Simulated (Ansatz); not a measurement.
The system is TiSi2.

```
Ti Si
1.0
     4.37464    0.00000    0.00000
    -2.18732    3.78855    0.00000
     0.00000    0.00000    2.56101
Ti Si
1 2
Direct
  0.00000 0.00000 0.00000
  0.33333 0.66667 0.50000
  0.66667 0.33333 0.50000
```

The cell was built by a generator and needn't be a form met in nature.

| Item | Value |
| --- | --- |
| Program | Ansatz 0.2.0 |
| Task | single point |
| Functional | PBE |
| Potentials or basis | all-electron LAPW, scalar-relativistic |
| Cutoff | 281 eV (chosen from the basis error) |
| Basis error allowed | 0.001 eV/atom |
| k mesh | 7 × 7 × 10 |
| Occupations | fermi-dirac, width 0.05 eV |
| Spin | no spin polarisation |

On this cell: pressure -0.2 GPa; largest force under 0.003 eV/Å; band gap on the k mesh none (metal or under the smearing width).

The same run follows on a disturbed copy (atoms moved at random, drawn with an rms of 0.05 Å):

```
Ti Si
1.0
     4.37464    0.00000    0.00000
    -2.18732    3.78855    0.00000
     0.00000    0.00000    2.56101
Ti Si
1 2
Cartesian
  0.0055 -0.0109 0.0429
  -0.0140 2.5697 1.2532
  2.1809 1.2566 1.2792
```

**Question.** What changes?

**Answer.** The energy (extrapolated to zero smearing) moves by +4.6 meV/atom; pressure 0.1 GPa; largest force 0.379 eV/Å; band gap on the k mesh none (metal or under the smearing width).

Forces in eV/Å, atoms in the order of the input:
```
Ti  -0.064  0.088 -0.126
Si   0.076 -0.354  0.113
Si  -0.012  0.266  0.012
```

Stress tensor (GPa, compression positive):
```
-0.35  0.03  0.09
 0.03  1.38 -0.17
 0.09 -0.17 -0.60
```
